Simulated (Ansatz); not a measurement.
**Slab of diamond C (100), 6 layers**

The slab is cut from the diamond crystal, which needn't be the stable phase, as relaxed on PAW files (5.70 Å³/atom), with 16 Å of vacuum and a dipole correction:

```xyz
6
Lattice="2.5255 0.0000 0.0000 0.0000 2.5255 0.0000 0.0000 0.0000 20.4645" Properties=species:S:1:pos:R:3 pbc="T T T"
C     1.8941    0.0000    8.0000
C     0.6314    0.0000    8.8929
C     0.6314    1.2628    9.7858
C     1.8941    1.2628   10.6787
C     1.8941    0.0000   11.5716
C     0.6314    0.0000   12.4645
```

Computed with Ansatz 0.2.0; functional PBE, scalar-relativistic. Settings: a Γ-centred 12×12×1 k mesh, Fermi–Dirac smearing of 0.02 eV, no spin polarisation. Methods: LAPW: all electrons, basis error target 1 meV/atom; PAW: frozen-core files, cutoff 420 eV.

The bulk energy comes from a cell in the slab's orientation on a 12×12×8 mesh. The surface energy is (E(slab) − N·E(bulk))/2A at zero smearing, the mean of both faces; thin slabs carry quantum-size effects.

Real surfaces of this kind reconstruct, which a 1×1 cell forbids.

Problem. As cut, the LAPW slab lies 6.934 eV above 6 atoms of bulk. What surface energy is that?

Solution. Over two faces of 6.38 Å² it is 543.6 meV/Å², and times 16.02 J/m² per eV/Å² that gives γ = 8.709 J/m².

```csv
method,γ as cut (J/m²),γ relaxed (J/m²),Φ as cut (eV),Φ relaxed (eV)
LAPW,8.709,8.357,7.49,7.18
PAW,8.706,8.354,7.49,7.18
```

Problem. How do the spacings between the planes relax?

Solution. From the bottom face up: d12 -13.0 % of 0.893 Å, d23 +5.8 % of 0.893 Å, d34 -3.5 % of 0.893 Å, d45 +5.8 % of 0.893 Å, d56 -13.0 % of 0.893 Å.

Problem. What changes if the vacuum is set to 13 Å?

Solution. LAPW then gives: no gap, work function 7.18 eV; PAW: no gap, work function 7.18 eV.

Problem. A 1s core hole is made on one atom of each kind in every 1×1 cell (PAW hole dataset, neutral cell, valence without spin). What does it cost by layer?

Solution. layer 1 281.96 eV, layer 2 284.38 eV, layer 3 284.52 eV. Shifts between layers mean more than the absolute values, and a whole layer of holes screens otherwise than one hole.
